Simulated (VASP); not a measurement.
Here is a VASP 6.6.1 calculation.

INCAR

```
SYSTEM = MgO
  PREC = Accurate
  ENCUT = 600
  EDIFF = 1E-6
  ISMEAR = 0
  SIGMA = 0.03
  LREAL = .FALSE.
  LASPH = .TRUE.
  NELM = 80
  ALGO = Normal
  ISIF = 3
  LWAVE = .FALSE.
  LCHARG = .FALSE.
  GGA = PS
  IBRION = 2
  NSW = 90
  EDIFFG = -0.01
```

Contents of KPOINTS:

```
Automatic mesh
0
G
  9 9 6
  0 0 0
```

The input POSCAR:

```
MgO
1.0
    3.3077869900      0.0000000000      0.0000000000
   -1.6538934900      2.8646275600      0.0000000000
    0.0000000000      0.0000000000      4.9828816700
Mg O
2 2
Direct
    0.3333333300      0.6666666700      0.0021597400
    0.6666666700      0.3333333300      0.5021597400
    0.3333333300      0.6666666700      0.4024402600
    0.6666666700      0.3333333300      0.9024402600
```

Potentials or basis: VASP PAW PBE potentials, release 64 (Mg, O).

Run with:

```console
$ cat potpaw_PBE.64/Mg/POTCAR potpaw_PBE.64/O/POTCAR > POTCAR
$ mpirun -np 1 vasp_std > vasp.out
```

Task: Predict the band gap on the k mesh.

Result: 3.35 eV, direct.

Task: Predict the space group after relaxing (to 0.05 Å).

Result: P6_3mc (No. 186).

Final structure:
```
Mg O
1.0
     3.30679    0.00000    0.00000
    -1.65339    2.86376    0.00000
     0.00000    0.00000    4.98185
Mg O
2 2
Direct
  0.33333 0.66667 0.00221
  0.66667 0.33333 0.50221
  0.33333 0.66667 0.40239
  0.66667 0.33333 0.90239
```

Caveat: an odd mesh through Γ misses points on the zone boundary, where band edges often lie. A hybrid or GW would open this gap; PBEsol tends to underestimate it.
